Tilt a cubic crystal along its cube axes, a little to the right or by the same amount to the left, and the two results are mirror images. The energy cannot depend on the sign of such a shear, so it starts with the square of the strain, and the next term is the fourth power. The shear stress starts with the first power, and its next term is the third. Doubling a small strain therefore doubles the stress and quadruples the energy. The relative error of this scaling grows only as the square of the strain. For the stress in the scan below it stays under 1 percent up to a strain of 2 percent, so one constant can go a long way.

For TiAl in the CsCl structure, two sizes are worth remembering. A shear of 1 percent takes a stress of about 0.7 GPa and stores about a third of a meV per atom. The stress is large by workshop standards, while the energy is tiny beside the thermal energy at room temperature, which is roughly 25 meV.

CsCl-type TiAl (a = 3.179 Å, cell not relaxed at this level) under an xy engineering shear strain, fractional coordinates fixed. Ansatz 0.2.0, plane-wave PAW, PBEsol, scalar-relativistic, no spin polarisation, cutoff 420 eV, k mesh 16×16×16, Gaussian smearing 0.15 eV. Free energies are relative to the unstrained cell; pressure is positive in compression.

```
strain  energy change (meV/atom)  tensile stress along pattern (GPa)  pressure (GPa)
 -0.02                       1.3                               -1.36           -2.35
 -0.01                       0.3                               -0.68           -2.39
     0                       0.0                                0.00           -2.40
 0.005                       0.1                                0.34           -2.40
 0.015                       0.8                                1.02           -2.38
```

The strain, written γ below, is the change in the right angle between the x and y edges, in radians. A value of 0.02 is a little more than one degree. The untilted cube has the space group Pm-3m; the four tilted cells have the lower symmetry Cmmm. The column headed "tensile stress along pattern" holds the shear stress τ that belongs to this tilt. The pressure P is positive when the crystal is squeezed, so the value of -2.40 GPa at zero strain means that the starting cell is held slightly stretched.

The bonds show where the square comes from. Each atom sits at the centre of a cube of eight neighbours of the other kind, and the bonds point along the cube's diagonals. A bond whose direction has the components n_x and n_y changes its length d by

Δd/d = γ n_x n_y, with n_x and n_y each equal to +1/√3 or −1/√3.

Four bonds therefore shorten by the fraction γ/3 and four lengthen by the same fraction. At a strain of -0.02 the short bonds go from 2.753 to 2.735 Å, as this geometry requires.

Whatever force each bond carries at the start, the first-order energy changes of the four short and four long bonds cancel. What remains starts with γ², and it includes the cost of pushing some bonds in while pulling others out. The bonds are a counting aid here. In a metal the shared electrons also affect the resistance to shear, so the size of the stiffness is better taken from one calculated point than from a bond model.

One point is enough, because symmetry already fixes the stress at zero strain to be zero. The row at +0.015 gives the shear stiffness G:

G = 1.02 GPa / 0.015 = 68 GPa

τ = G γ

For the row at -0.02, the rule gives a stress of 68 × (-0.02) = -1.36 GPa. For the row at -0.01 it gives -0.68 GPa. Both agree with the table to the last printed digit, and neither row was used to find G.

The energy is that of a spring, half of stress times strain, with one small addition. This strain leans the x edge towards y and the y edge towards x, each by γ/2, and leaves each edge's component along its own axis unchanged. The area of the face, and with it the volume, then shrinks by the fraction γ²/4. Because the starting cell is stretched, the shrinkage releases a little energy. With v for the volume per atom, the two contributions to the energy per atom, e, are

e = ½ G v γ² + ¼ P v γ² = ½ (G + P/2) v γ².

The pressure comes from the unstrained row, so the energies themselves supply no constant. The effective stiffness is 68 − 1.2 = 66.8 GPa. The volume per atom is 16.07 Å³, and 160.2 GPa correspond to 1 eV/Å³. For the strain of -0.02 this gives

e = ½ × 66.8 × 16.07 / 160.2 × 0.0004 eV = 0.00134 eV,

which is 1.34 meV per atom, against 1.3 in the table. The strain of -0.01 has a quarter of this energy, 0.335 meV per atom, against a printed 0.3.

The same arithmetic can be done in the head. A volume of 16 Å³ under a stress of 1 GPa corresponds to about 0.1 eV. The energy at 1 percent shear, in meV per atom, is therefore close to G in GPa divided by 200, which here is about one third. For other strains, multiply by the square of the strain in percent. This shortcut carries over to other metals with a similar volume per atom, once their own G is put in.

The pressure follows the same symmetry argument as the energy: it cannot depend on the sign of the tilt, so its change also starts with γ². Its coefficient needs a second constant, and the printed pressures are too coarse for it. The unrounded values of the same calculation give a rise of 0.0282 GPa at the strain of +0.015, and dividing this by 0.015² gives about 125 GPa. At -0.02 the rule then predicts a rise of 0.05 GPa, which the table confirms.

This rise is more than a by-product of the shrinking volume. At a strain of -0.02 the cell loses only 0.01 percent of its volume, and a crystal would need a bulk modulus of about 500 GPa to answer that with the calculated rise. Ordinary metals have a fraction of this. Most of the extra pressure must come from the change of shape. The likely reason is that shortened bonds push back harder than equally lengthened bonds pull, so that a sheared crystal tends to swell; the table does not test this bond by bond.

Over the four strained rows, the stress rule is off by about 0.3 percent of the stress at most. For the energy, the unrounded values are the fair comparison. The rule is within 0.2 percent of the energy at -0.02 and within 2 percent at 0.005, where the energy itself is less than a tenth of a meV. Dropping the pressure term raises the miss at -0.02 to about 2 percent. Stress and energy are tied together by the definition of work, so their agreement shows that the calculation is consistent with itself, not that the real crystal has this stiffness. The PAW datasets, for example, were made for PBE and not for PBEsol, and a shift from this source would enter stress and energy alike.

The rule should be used from stress to energy rather than backwards from the printed energies. At the smallest strain the table shows 0.1 meV per atom where the unrounded value is 0.082, and a stiffness drawn from the printed figure would come out about a fifth too high. The stresses keep enough digits at every strain. Nor should the different energies at the two ends of the scan be read as a preference for one direction of shear. The strains there are 2 and 1.5 percent in size, and the squares of these numbers account for the difference.

Towards larger strains the rule must fail at some point. Sliding the atomic planes over one another far enough brings the crystal back onto itself, so on that path the shear stress has to pass through a maximum. The tilt used here matches such a slide, apart from a rotation, only while the strain is small. There is no sign of a maximum within 2 percent: the ratio of stress to strain even rises by 0.6 percent between the smallest and the largest strain. A sine curve with the period of the lattice, the usual hand estimate for such sliding, would have this ratio fall slightly instead. The highest stress that a perfect crystal can bear therefore cannot be read from these five points, and a straight line drawn to 10 percent would be a guess.

The value of G also belongs to the volume at which it was taken. The starting cell is under a tension of 2.4 GPa, and with a bulk modulus of the order of 100 GPa, a rough figure for such an alloy, it would shrink by some 2 percent in volume if released. The pressure tells which way G then moves. Shear raises the pressure by more than the lost volume explains, so the energy stored by a given shear must grow when the cell is compressed. In ½ G v γ² the volume falls at the same time, which leaves only G to rise. The relaxed crystal should therefore have a somewhat higher G. For a careful estimate, the stiffness should be taken at the volume of interest, and the pressure term then vanishes if that cell is free of stress.

A neighbouring scan, in which the same cube is stretched along one axis instead of tilted, would behave differently. Stretching and squashing are not mirror images, so the energy also contains odd powers of the strain. In the cell used here there would even be a first power, because the cell is already under tension, and it would have to be taken off first. In a cell free of stress the lowest odd term is the third power. Equal strains of opposite sign would then cost different energies, and a rule with one constant would go wrong in proportion to the strain rather than to its square. Two points of opposite sign would be needed to separate the two terms.

That other strain matters for TiAl in particular. The stable form of the compound is the tetragonal L1₀ structure, which is reached from the CsCl structure by such a stretch while the other two axes contract. A positive G shows that the cube resists being tilted, but it does not show that the cube resists being stretched. The symmetry argument for tilting holds in the L1₀ structure too, for a shear between the two equal axes, so the form of the rule carries over while the constant has to be found again.

A second neighbour, a crystal of the zinc blende type, needs more care with the same shear. There the atoms do not sit at centres of inversion, and a shear pushes the two sublattices against each other. Letting them shift lowers the stiffness. In the CsCl structure each atom is a centre of inversion, the calculated forces vanish in every row, and the atoms can stay where the strain carries them.

The rule can also be read from stress to strain. A shear stress of 0.1 GPa along the cube axes of the calculated crystal gives a strain of 0.1/68, or about 0.15 percent, well inside the range where one constant suffices. A real piece of TiAl is normally in the L1₀ structure, so this strain belongs to the calculated cube and not to the metal on a workbench.
